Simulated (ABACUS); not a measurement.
Here is an ABACUS 3.10.1 calculation.

Contents of INPUT:

```
INPUT_PARAMETERS
suffix              Al2O3
calculation         scf
basis_type          pw
pseudo_dir          ./
symmetry            1
dft_functional      pbe
ecutwfc             84
pseudo_rcut         10
nspin               1
nbands              29
ks_solver           dav
smearing_method     fd
smearing_sigma      0.00367493
scf_thr             1e-08
scf_nmax            100
mixing_type         broyden
mixing_beta         0.7
cal_force           1
cal_stress          1
kpar                4
```

Contents of STRU:

```
ATOMIC_SPECIES
Al 26.9815 Al.upf
O 15.9990 O.upf

LATTICE_CONSTANT
1.8897261246

LATTICE_VECTORS
2.3802500000 1.3742379782 4.3318666667
-2.3802500000 1.3742379782 4.3318666667
0.0000000000 -2.7484759565 4.3318666667

ATOMIC_POSITIONS
Direct

Al
0.0
4
0.8521600000 0.8521600000 0.8521600000 1 1 1
0.6478400000 0.6478400000 0.6478400000 1 1 1
0.1478400000 0.1478400000 0.1478400000 1 1 1
0.3521600000 0.3521600000 0.3521600000 1 1 1

O
0.0
6
0.0566800000 0.7500000000 0.4433200000 1 1 1
0.7500000000 0.4433200000 0.0566800000 1 1 1
0.4433200000 0.0566800000 0.7500000000 1 1 1
0.9433200000 0.2500000000 0.5566800000 1 1 1
0.2500000000 0.5566800000 0.9433200000 1 1 1
0.5566800000 0.9433200000 0.2500000000 1 1 1
```

Contents of KPT:

```
K_POINTS
0
Gamma
7 7 7 0 0 0
```

Potentials or basis: PseudoDojo NC SR 0.4.1 PBE standard, plane waves.

Run with:

```bash
$ OMP_NUM_THREADS=1 mpirun -np 4 abacus > log
```

Question: What does it give for the largest force?

Answer: 0.052 eV/Å.

Question: Estimate the band gap on the k mesh.

Answer: 6.27 eV, direct.

Question: Predict the pressure.

Answer: 6.0 GPa.

Stress tensor (GPa, compression positive):
```
6.20 0.00 0.00
0.00 6.20 0.00
0.00 0.00 5.59
```

Caveat: there are fewer bands than atomic start orbitals, so a level may be missed at k points of high symmetry; an odd mesh through Γ misses points on the zone boundary, where band edges often lie.

The gap isn't set beside the measured one, since this odd mesh misses points on the zone boundary.
